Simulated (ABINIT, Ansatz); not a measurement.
## SrO (Fm-3m): modes at Γ and the response to a field

Which modes does SrO (Fm-3m) have at the zone centre?

Method: DFT LDA, scalar-relativistic, plane waves, PseudoDojo norm-conserving pseudopotentials, in ABINIT 10.8.3.

The database entry behind the starting cell differs from later determinations by our own check (about 0.5 % short), so it need not match the best structure at ambient conditions.

### Step 1. The structure

It takes space group Fm-3m (No. 225, cubic). The conventional cell has a = 5.061 Å, b = 5.061 Å, c = 5.061 Å, α = 90.00°, β = 90.00°, γ = 90.00°. Sr has 6 O at 2.53 Å nearest. O has 6 Sr at 2.53 Å nearest. Farther neighbours and most contacts between anions are not listed.

Coordinates:

```cif
data_structure
_symmetry_space_group_name_H-M 'P 1'
_symmetry_Int_Tables_number 1
_cell_length_a 3.5788
_cell_length_b 3.5788
_cell_length_c 3.5788
_cell_angle_alpha 60.000
_cell_angle_beta 60.000
_cell_angle_gamma 60.000
_cell_volume 32.41
loop_
_atom_site_label
_atom_site_type_symbol
_atom_site_fract_x
_atom_site_fract_y
_atom_site_fract_z
_atom_site_occupancy
Sr1 Sr 0.50000 0.50000 0.50000 1
O2 O 0.00000 0.00000 0.00000 1
```

### Step 2. Relaxation

The harmonic expansion needs vanishing forces, and a free crystal bears no stress, so cell and atoms are brought to rest. Stress is more sensitive to the basis than forces are: the last 3 Ha under the cutoff are smoothed with ecutsm, and the cutoff is raised above that of the later runs.

The starting cell comes from a relaxation made beforehand in Ansatz (LDA, PseudoDojo NC).

File relax.abi:

```
# relaxation
ionmov 2
optcell 2
dilatmx 1.08
ntime 40
tolmxf 1.0d-05
tolvrs 1.0d-14
prtwf 0
prtden 0
chksymtnons 0

# basis, mesh and filling
ecut 44.0
ecutsm 3.0
ngkpt 8 8 8
nshiftk 1
shiftk 0.0 0.0 0.0
istwfk *1
occopt 1
nband 8
nstep 100
diemac 9.0
prtebands 0
prtgsr 0
useylm 1

# cell and atoms
acell 3*1.0 Angstrom
rprim 
    0.0 2.530600117 2.530600117
    2.530600117 0.0 2.530600117
    2.530600117 2.530600117 0.0
ntypat 2
znucl 38 8
natom 2
typat 1 2
xred 
    0.5 0.5 0.5
    0.0 0.0 0.0
pp_dirpath "./pseudo"
pseudos "Sr.upf, O.upf"
```

Started as:

```
$ OMP_NUM_THREADS=1 mpirun -n 2 abinit relax.abi > relax.log
```

Numbers of over 12 decimals in the logs are rounded to 6 here.

relax.abo, the main output file:

```text
[banners, grids, parts of the stress and lines that vanish by symmetry left out]
- input  file    -> relax.abi
- output file    -> relax.abo
- root for input  files -> relaxi
[...]
Symmetries : space group Fm -3 m (#225); Bravais cF (face-center cubic)
[...]
mpw =        3860          nfft =       91125          nkpt =          29
[...]
== DATASET  1 ==================================================================
[...]
cutoff_energies: {ecut:  44.0, pawecutdg:  -1.0, }
[...]
ETOT  1  -50.751182641032    -5.075E+01 1.983E-01 7.924E+02
 ETOT  2  -50.718113522623     3.307E-02 9.036E-03 1.214E+03
 ETOT  3  -50.894032983712    -1.759E-01 3.371E-03 1.243E+02
 ETOT  4  -50.907936697407    -1.390E-02 7.090E-04 1.823E+01
 ETOT  5  -50.910441922080    -2.505E-03 5.307E-05 9.594E-03
[...]
At SCF step   14       vres2   =  3.74E-16 < tolvrs=  1.00E-14 =>converged.
[...]
sigma(1 1)=  5.00524675E-07  sigma(3 2)=  0.00000000E+00
  sigma(2 2)=  5.00524675E-07  sigma(3 1)=  0.00000000E+00
  sigma(3 3)=  5.00524675E-07  sigma(2 1)=  0.00000000E+00
[...]
convergence: {deltae:  7.816E-13, res2:  3.739E-16, residm:  2.032E-17, diffor: null, }
etotal    :  -5.09104464E+01
[...]
ETOT  1  -50.910446408735    -5.091E+01 9.245E-11 2.197E-04
[...]
At SCF step    9       vres2   =  4.33E-17 < tolvrs=  1.00E-14 =>converged.
[...]
sigma(1 1)=  3.40369046E-07  sigma(3 2)=  0.00000000E+00
  sigma(2 2)=  3.40369046E-07  sigma(3 1)=  0.00000000E+00
  sigma(3 3)=  3.40369046E-07  sigma(2 1)=  0.00000000E+00
[...]
convergence: {deltae: -9.166E-13, res2:  4.333E-17, residm:  2.267E-19, diffor: null, }
etotal    :  -5.09104464E+01
[...]
ETOT  1  -50.910446299606    -5.091E+01 4.075E-09 9.919E-04
[...]
ETOT  8  -50.910446444529     2.643E-12 3.193E-17 6.622E-14
 ETOT  9  -50.910446444530    -7.745E-13 9.616E-19 1.218E-16
 At SCF step    9       vres2   =  1.22E-16 < tolvrs=  1.00E-14 =>converged.
[...]
sigma(1 1)= -7.01621070E-11  sigma(3 2)=  0.00000000E+00
  sigma(2 2)= -7.01621018E-11  sigma(3 1)=  0.00000000E+00
  sigma(3 3)= -7.01621044E-11  sigma(2 1)=  0.00000000E+00
[...]
convergence: {deltae: -7.745E-13, res2:  1.218E-16, residm:  9.616E-19, diffor: null, }
etotal    :  -5.09104464E+01
[...]
At Broyd/MD step   3, gradients are converged :
[...]
sigma(1 1)= -7.01621070E-11  sigma(3 2)=  0.00000000E+00
  sigma(2 2)= -7.01621018E-11  sigma(3 1)=  0.00000000E+00
  sigma(3 3)= -7.01621044E-11  sigma(2 1)=  0.00000000E+00
[...]
- sigma(1 1)= -2.06424046E-06  sigma(3 2)=  0.00000000E+00
- sigma(2 2)= -2.06424030E-06  sigma(3 1)=  0.00000000E+00
- sigma(3 3)= -2.06424038E-06  sigma(2 1)=  0.00000000E+00
[...]
fcart     -0.0000000000E+00 -0.0000000000E+00 -0.0000000000E+00
           strten     -7.0162107027E-11 -7.0162101823E-11 -7.0162104425E-11
================================================================================

[key lines of the parts left out:]
pressure_GPa:   2.0642E-06
Total energy (etotal) [Ha]= -5.09104464445296E+01
```

Elapsed: 56 s, on 2 MPI ranks of Arm Neoverse V1, shared host; 1.9 min of CPU time.

Little changed from the start: no atom moved by 0.005 Å and no cell edge by 0.1 %.

Numbers from this step:

- volume per atom: 16.20 Å³
- pressure: 2.06e-6 GPa

### Step 3. Ground state

First-order wavefunctions inherit every error of the ground state, hence the very tight tolvrs. The mesh is shifted off Γ, since shifted meshes converge sums over the zone faster.

File gs.abi:

```
# ground state
tolvrs 1.0d-16
prtden 1
prtwf 1

# basis, mesh and filling
ecut 36.0
ngkpt 6 6 6
nshiftk 4
shiftk 
    0.5 0.5 0.5
    0.5 0.0 0.0
    0.0 0.5 0.0
    0.0 0.0 0.5
istwfk *1
occopt 1
nband 8
nstep 100
diemac 9.0
prtebands 0
prtgsr 0
useylm 1

# cell and atoms
acell 3*1.0 Angstrom
rprim 
    0.0 2.530481375 2.530481375
    2.530481375 0.0 2.530481375
    2.530481375 2.530481375 0.0
ntypat 2
znucl 38 8
natom 2
typat 1 2
xred 
    0.5 0.5 0.5
    0.0 0.0 0.0
pp_dirpath "./pseudo"
pseudos "Sr.upf, O.upf"
```

Started as:

```
$ OMP_NUM_THREADS=1 mpirun -n 2 abinit gs.abi > gs.log
```

gs.abo, the main output file:

```text
[banners, grids, parts of the stress and lines that vanish by symmetry left out]
- input  file    -> gs.abi
- output file    -> gs.abo
- root for input  files -> gsi
[...]
Symmetries : space group Fm -3 m (#225); Bravais cF (face-center cubic)
[...]
mpw =        2268          nfft =       64000          nkpt =          28
[...]
== DATASET  1 ==================================================================
[...]
cutoff_energies: {ecut:  36.0, pawecutdg:  -1.0, }
[...]
ETOT  1  -50.761274436842    -5.076E+01 1.753E-01 4.926E+02
 ETOT  2  -50.774165616383    -1.289E-02 2.833E-03 5.998E+02
 ETOT  3  -50.892246943072    -1.181E-01 2.958E-03 9.260E+01
 ETOT  4  -50.907972609396    -1.573E-02 6.653E-04 1.025E+01
 ETOT  5  -50.910074145110    -2.102E-03 3.477E-05 6.279E-02
[...]
ETOT 14  -50.910089099163     4.690E-13 1.363E-18 7.636E-15
 ETOT 15  -50.910089099164    -1.414E-12 6.918E-20 1.884E-17
 At SCF step   15       vres2   =  1.88E-17 < tolvrs=  1.00E-16 =>converged.
[...]
sigma(1 1)=  1.97758476E-05  sigma(3 2)=  0.00000000E+00
  sigma(2 2)=  1.97758476E-05  sigma(3 1)=  0.00000000E+00
  sigma(3 3)=  1.97758476E-05  sigma(2 1)=  0.00000000E+00
[...]
convergence: {deltae: -1.414E-12, res2:  1.884E-17, residm:  6.918E-20, diffor: null, }
etotal    :  -5.09100891E+01
[...]
sigma(1 1)=  1.97758476E-05  sigma(3 2)=  0.00000000E+00
  sigma(2 2)=  1.97758476E-05  sigma(3 1)=  0.00000000E+00
  sigma(3 3)=  1.97758476E-05  sigma(2 1)=  0.00000000E+00
[...]
- sigma(1 1)=  5.81825525E-01  sigma(3 2)=  0.00000000E+00
- sigma(2 2)=  5.81825525E-01  sigma(3 1)=  0.00000000E+00
- sigma(3 3)=  5.81825525E-01  sigma(2 1)=  0.00000000E+00
[...]
fcart     -0.0000000000E+00 -0.0000000000E+00 -0.0000000000E+00
           strten      1.9775847645E-05  1.9775847645E-05  1.9775847645E-05
================================================================================

[key lines of the parts left out:]
pressure_GPa:  -5.8183E-01
```

Run time: 16 s. Hardware: 2 MPI ranks.

Numbers from this step:

| Quantity | Value |
| --- | --- |
| pressure | -0.5818 GPa |

The cell stands at -0.58 GPa: the relaxation ran with a smoothed and higher cutoff and on another k mesh.

### Step 4. Empty bands

Empty bands on the ground state's density check that the gap assumed so far is there in this cell.

File gap.abi:

```
# empty bands on the ground state's density
iscf -2
getden_filepath "gso_DEN"
tolwfr 1.0d-12
nbdbuf 2
prtwf 0

# basis, mesh and filling
ecut 36.0
ngkpt 8 8 8
nshiftk 1
shiftk 0.0 0.0 0.0
istwfk *1
occopt 1
nband 12
nstep 100
diemac 9.0
prtebands 0
prtgsr 0
useylm 1

# cell and atoms
acell 3*1.0 Angstrom
rprim 
    0.0 2.530481375 2.530481375
    2.530481375 0.0 2.530481375
    2.530481375 2.530481375 0.0
ntypat 2
znucl 38 8
natom 2
typat 1 2
xred 
    0.5 0.5 0.5
    0.0 0.0 0.0
pp_dirpath "./pseudo"
pseudos "Sr.upf, O.upf"
```

Started as:

```
$ OMP_NUM_THREADS=1 mpirun -n 2 abinit gap.abi > gap.log
```

gap.abo, the main output file:

```text
[banners, grids, parts of the stress and lines that vanish by symmetry left out]
- input  file    -> gap.abi
- output file    -> gap.abo
- root for input  files -> gapi
[...]
Symmetries : space group Fm -3 m (#225); Bravais cF (face-center cubic)
[...]
mpw =        2276          nfft =       64000          nkpt =          29
[...]
== DATASET  1 ==================================================================
[...]
cutoff_energies: {ecut:  36.0, pawecutdg:  -1.0, }
[...]
-outvars: echo values of variables after computation
            acell      1.8897261259E+00  1.8897261259E+00  1.8897261259E+00 Bohr
================================================================================
```

It took 10 s on 2 MPI ranks; 20 s of CPU time.

This step gave:

```yaml
gap_on_the_k_mesh: 3.131 eV
```

In this cell the gap on the mesh is 3.1 eV, indirect (smallest direct 3.2 eV), so fixed occupations hold.

### Step 5. Linear response at Γ

The derivative of the wavefunctions by k comes first, since the response to a field is built on it; then the field and the displacements that symmetry doesn't supply are solved at q = 0.

It reads the wavefunctions written in step 3.

File dfpt_gamma.abi:

```
ndtset 2

# common to the responses
getwfk_filepath "gso_WFK"
kptopt 2
nqpt 1
qpt 0.0 0.0 0.0
asr 0
chneut 0

# d/dk
rfelfd1 2
rfdir1 1 1 1
iscf1 -3
tolwfr1 1.0d-20

# displacements, field
rfphon2 1
rfatpol2 1 2
rfdir2 1 1 1
rfelfd2 3
getddk2 1
tolvrs2 1.0d-10
prtwf2 0

# basis, mesh and filling
ecut 36.0
ngkpt 6 6 6
nshiftk 4
shiftk 
    0.5 0.5 0.5
    0.5 0.0 0.0
    0.0 0.5 0.0
    0.0 0.0 0.5
istwfk *1
occopt 1
nband 8
nstep 100
diemac 9.0
prtebands 0
prtgsr 0
useylm 1

# cell and atoms
acell 3*1.0 Angstrom
rprim 
    0.0 2.530481375 2.530481375
    2.530481375 0.0 2.530481375
    2.530481375 2.530481375 0.0
ntypat 2
znucl 38 8
natom 2
typat 1 2
xred 
    0.5 0.5 0.5
    0.0 0.0 0.0
pp_dirpath "./pseudo"
pseudos "Sr.upf, O.upf"
```

Started as:

```
$ OMP_NUM_THREADS=1 mpirun -n 2 abinit dfpt_gamma.abi > dfpt_gamma.log
```

dfpt_gamma.abo, the main output file:

```text
[banners, grids, parts of the stress and lines that vanish by symmetry left out]
- input  file    -> dfpt_gamma.abi
- output file    -> dfpt_gamma.abo
- root for input  files -> dfpt_gammai
[...]
DATASET    1 : space group Fm -3 m (#225); Bravais cF (face-center cubic)
[...]
nfft =       64000          nkpt =         432
[...]
DATASET    2 : space group Fm -3 m (#225); Bravais cF (face-center cubic)
[...]
nfft =       64000          nkpt =         432
[...]
== DATASET  1 ==================================================================
[...]
cutoff_energies: {ecut:  36.0, pawecutdg:  -1.0, }
[...]
-  8.00000   6.00000  201201                  znucl, zion, pspdat
[...]
Perturbation : derivative vs k along direction   1
[...]
-ETOT  1  -21.022044868405     -2.102E+01 4.346E-01 0.000E+00
 ETOT  2  -21.081578193407     -5.953E-02 1.666E-02 0.000E+00
 ETOT  3  -21.082714863648     -1.137E-03 3.371E-04 0.000E+00
 ETOT  4  -21.082749992890     -3.513E-05 3.134E-05 0.000E+00
 ETOT  5  -21.082751398878     -1.406E-06 6.887E-07 0.000E+00
[...]
At SCF step   17   max residual=  1.00E-20 < tolwfr=  1.00E-20 =>converged.
[...]
Perturbation : derivative vs k along direction   2
[...]
-ETOT  1  -21.022044868090     -2.102E+01 4.346E-01 0.000E+00
[...]
At SCF step   17   max residual=  1.00E-20 < tolwfr=  1.00E-20 =>converged.
[...]
Perturbation : derivative vs k along direction   3
[...]
-ETOT  1  -21.022044867775     -2.102E+01 4.346E-01 0.000E+00
[...]
At SCF step   17   max residual=  1.00E-20 < tolwfr=  1.00E-20 =>converged.
[...]
1        1       1.0940264152    0.0000000000
     1        2       0.5470132076    0.0000000000
     1        3       0.5470132076    0.0000000000
     2        1       0.5470132076    0.0000000000
     2        2       1.0940264152    0.0000000000
     2        3       0.5470132076   -0.0000000000
     3        1       0.5470132076    0.0000000000
     3        2       0.5470132076   -0.0000000000
     3        3       1.0940264152    0.0000000000
[...]
== DATASET  2 ==================================================================
[...]
cutoff_energies: {ecut:  36.0, pawecutdg:  -1.0, }
[...]
Perturbation : displacement of atom   1   along direction   1
[...]
-ETOT  1   1.811537     -1.093E+03 6.948E+00 1.593E+02
[...]
At SCF step   10       vres2   =  2.48E-12 < tolvrs=  1.00E-10 =>converged.
[...]
Perturbation : displacement of atom   2   along direction   1
[...]
-ETOT  1   4.376161     -2.711E+03 1.949E+00 3.989E+03
[...]
At SCF step   10       vres2   =  8.24E-12 < tolvrs=  1.00E-10 =>converged.
[...]
Perturbation : homogeneous electric field along direction   1
[...]
-ETOT  1  -61.269260421358     -6.127E+01 2.707E+00 9.541E+03
[...]
ETOT  9  -64.431696664577     -1.502E-10 1.885E-10 4.363E-10
 ETOT 10  -64.431696664587     -9.706E-12 1.101E-11 3.991E-11
 At SCF step   10       vres2   =  3.99E-11 < tolvrs=  1.00E-10 =>converged.
[...]
Dielectric tensor, in cartesian coordinates,
[...]
1    4   1    4         3.8592782163        -0.0000000000
   1    4   2    4        -0.0000000000        -0.0000000000
   1    4   3    4        -0.0000000000        -0.0000000000
   2    4   1    4        -0.0000000000        -0.0000000000
   2    4   2    4         3.8592782163        -0.0000000000
   2    4   3    4        -0.0000000000        -0.0000000000
   3    4   1    4        -0.0000000000        -0.0000000000
   3    4   2    4        -0.0000000000        -0.0000000000
   3    4   3    4         3.8592782163        -0.0000000000
  Effective charges, in cartesian coordinates,
[...]
1    1   1    4         2.4754916530         0.0000000000
   2    1   1    4         0.0000000000         0.0000000000
   3    1   1    4        -0.0000000000         0.0000000000
   1    2   1    4        -2.4753188766         0.0000000000
   2    2   1    4         0.0000000000         0.0000000000
[...]
Effective charges, in cartesian coordinates,
[...]
2    4   1    2        -0.0000000000         0.0000000000
   3    4   1    2         0.0000000000         0.0000000000
   1    4   2    2        -0.0000000000         0.0000000000
   2    4   2    2        -2.4753187100         0.0000000000
   3    4   2    2         0.0000000000         0.0000000000
   1    4   3    2         0.0000000000         0.0000000000
   2    4   3    2         0.0000000000         0.0000000000
   3    4   3    2        -2.4753187100         0.0000000000
  Phonon wavevector (reduced coordinates) :  0.00000  0.00000  0.00000
 Phonon energies in Hartree :
[...]
Phonon frequencies in cm-1    :
-  2.237232E+00  2.237232E+00  2.237232E+00  2.170954E+02  2.170954E+02
-  2.170954E+02
  Phonon at Gamma, with non-analyticity in the
[...]
Phonon energies in Hartree :
[...]
Phonon frequencies in cm-1    :
-  2.237232E+00  2.237232E+00  2.237859E+00  2.170954E+02  2.170954E+02
-  4.746787E+02
  Phonon at Gamma, with non-analyticity in the
[...]
Phonon energies in Hartree :
[...]
Phonon frequencies in cm-1    :
-  2.237232E+00  2.237232E+00  2.237859E+00  2.170954E+02  2.170954E+02
-  4.746787E+02
  Phonon at Gamma, with non-analyticity in the
[...]
Phonon energies in Hartree :
[...]
Phonon frequencies in cm-1    :
-  2.237232E+00  2.237232E+00  2.237859E+00  2.170954E+02  2.170954E+02
-  4.746787E+02
[...]
fcart2     0.0000000000E+00  0.0000000000E+00  0.0000000000E+00
           strten2     0.0000000000E+00  0.0000000000E+00  0.0000000000E+00
================================================================================
```

The job ended after 13 min (2 MPI ranks; 26 min of CPU time).

Read from the output:

* miss of the charge sum rule: 1.73e-4 e
* largest acoustic frequency at the zone centre before the sum rule: 2.24 cm⁻¹
* highest optical zone-centre mode (no LO-TO term): 217.1 cm⁻¹
* lowest optical zone-centre mode: 217.1 cm⁻¹
* mean high-frequency dielectric constant: 3.859
* largest Born charge in size (third of the trace): 2.475 e

Born charge (rows field, columns displacement), before the sum rule (e), principal values of the symmetric part by kind of site:

| atom | atoms with these values | low | middle | high | mean |
| --- | --- | --- | --- | --- | --- |
| Sr1 | 1 | 2.48 | 2.48 | 2.48 | 2.48 |
| O2 | 1 | -2.48 | -2.48 | -2.48 | -2.48 |

In full for O2:

```
-2.48  0.00  0.00
 0.00 -2.48  0.00
 0.00  0.00 -2.48
```

High-frequency dielectric tensor:

```
3.86 0.00 0.00
0.00 3.86 0.00
0.00 0.00 3.86
```

The acoustic modes at Γ come out as far as 2.2 cm⁻¹ from zero, where they should vanish, a small numerical error; the Born charges miss their sum rule by 1.7e-4 e, which is good.

(Part 1 of 2 ends here.)

[Host names and launcher messages were left out of these logs when they were recorded.]

[Logs are printed without paths, hosts, clocks, repeated set-up lines and the standing remarks that a program may print on its own settings, such as how far it seeks lower states.]

[Hosts, paths, dates, database ids (printed as entryN), source tags and the programs' standing remarks are cut or masked in the printed files.]
